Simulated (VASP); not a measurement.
Crystal: NbC (Niobocarbide).

```
CELL_PARAMETERS angstrom
0.00000 2.23455 2.23455
2.23455 0.00000 2.23455
2.23455 2.23455 0.00000
ATOMIC_POSITIONS crystal
Nb 0.00000 0.00000 0.00000
C 0.50000 0.50000 0.50000
```

```yaml
Program: VASP 6.6.1
Task: relaxation of cell and atoms
Functional: PBE
Dispersion: D3(BJ)
Potentials_or_basis: VASP PAW PBE potentials, release 64 (Nb_sv, C)
Cutoff: 600 eV
k_mesh: 14 × 14 × 14
Occupations: methfessel-paxton, width 0.1 eV
Spin: no spin polarisation
```

At the start: pressure -4.7 GPa; volume 11.16 Å³/atom.

How do energy, volume and symmetry change on relaxing?

Over 3 steps the energy falls by 2.4 meV/atom and the volume is 10.99 Å³/atom (-1.5 %); space group Fm-3m (No. 225, to 0.05 Å).

Step by step:
```tsv
step	energy change (eV)	largest force (eV/Å)	pressure (GPa)	volume (Å³)
1	0.0000	0.0000	-4.67	22.32
2	0.0184	0.0000	10.92	21.28
3	-0.0049	0.0000	-0.07	21.99
```

Final structure:
```
Nb C
1.0
     0.00000    2.22350    2.22350
     2.22350    0.00000    2.22350
     2.22350    2.22350    0.00000
Nb C
1 1
Direct
  0.00000 0.00000 0.00000
  0.50000 0.50000 0.50000
```

Caveat: pairwise dispersion overbinds metals, which lowers pressure and volume.
